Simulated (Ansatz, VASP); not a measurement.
# Ge: VASP beside Ansatz

The input INCAR:

```
  PREC = Accurate
  ENCUT = 600
  EDIFF = 1E-7
  ISMEAR = -1
  SIGMA = 0.1
  LREAL = F
  LASPH = T
  NELM = 80
  ALGO = Normal
  ISIF = 3
  LWAVE = F
  LCHARG = F
  GGA = RP
  IBRION = 2
  NSW = 80
  EDIFFG = -0.01
```

File KPOINTS:

```
regular mesh
0
Gamma
  11 11 11
```

The input POSCAR:

```
Ge
1.0
    2.7491475330      0.0000000000      0.0000000000
    0.0000000000      2.7491475330      0.0000000000
    0.0000000000      0.0000000000      2.7491475330
Ge
1
Direct
    0.0000000000      0.0000000000      0.0000000000
```

Input for Ansatz:

```yaml
crystal:
  lattice:
    - [2.749147533, 0.0, 0.0]
    - [0.0, 2.749147533, 0.0]
    - [0.0, 0.0, 2.749147533]
  atoms:
    - { symbol: Ge, position: [0.0, 0.0, 0.0] }
hamiltonian:
  xc: rpbe
  pseudopotentials:
    kind: paw
    azcp:
      Ge: "pseudopotentials/Ge.paw.azcp"
basis:
  ecutwfc: 420
  fft_grid_basis: typed
kpoints:
  mp_grid: { grid: [11, 11, 11], shift: [0, 0, 0] }
magnetization:
  spin_polarized: false
scf:
  occupations: { method: fermi_dirac, width: 0.1 }
relax:
  max_steps: 60
  f_tol: 0.01
  cell: {}
```

The cell was built by a generator and needn't be a form met in nature.

Alike in both runs: task relaxation of cell and atoms; functional RPBE; k mesh 11 × 11 × 11; occupations fermi-dirac, width 0.1 eV; no spin polarisation.

```csv
,VASP,Ansatz
version,VASP 6.6.1,Ansatz 0.2.0
potentials or method,"VASP PAW PBE potentials, release 64 (Ge_d)","plane waves (420 eV) with PAW, scalar-relativistic"
plane-wave cutoff (eV),600,420
valence electrons in the cell,14,14
```

```csv
,VASP,Ansatz,Ansatz less VASP
relaxed volume (Å³/atom),20.49,20.49,+0.006
relaxed cell length with the largest relative difference (Å),2.736,2.737,+0.0003
```

Caveats: the PAW data sets were made with another functional, which shifts forces and pressure a little (VASP).
